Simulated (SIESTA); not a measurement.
Crystal: Al2Au.

```xyz
3
Lattice="0.0000 3.0000 3.0000 3.0000 0.0000 3.0000 3.0000 3.0000 0.0000" Properties=species:S:1:pos:R:3 pbc="T T T"
Au    0.0000    0.0000    0.0000
Al    4.5000    4.5000    4.5000
Al    1.5000    1.5000    1.5000
```

Base run:

```yaml
Program: SIESTA 5.4.2
Functional: PBEsol
Potentials_or_basis: PseudoDojo 0.4 standard (PBEsol files)
Basis: DZP (energy shift 0.003 Ry; two zetas on semicore shells)
Grid_cutoff: 800 Ry
Energy_shift: 0.003 Ry
k_mesh: 6 × 6 × 6
Occupations: fermi-dirac, width 0.05 eV
Spin: no spin polarisation
```

Its results: band gap on the k mesh none (metal or under the smearing width); pressure 0.5 GPa.

Q: The run is repeated on the same cell with these changes: potentials or basis from PseudoDojo 0.4 standard (PBEsol files) to PseudoDojo 0.4 standard (PBEsol files, fully relativistic); spin from no spin polarisation to non-collinear spin, zero start, spin-orbit coupling. What comes out?

A: Band gap on the k mesh none (metal or under the smearing width); pressure -0.9 GPa; net moment 0.00 μB per cell.

Caveats: short orbitals over semicore shells can move pressures by several GPa; the basis of atomic orbitals isn't converged, which shifts pressures, moduli and gaps; spin-orbit coupling is left out, which moves the levels of the heavy elements (some runs).
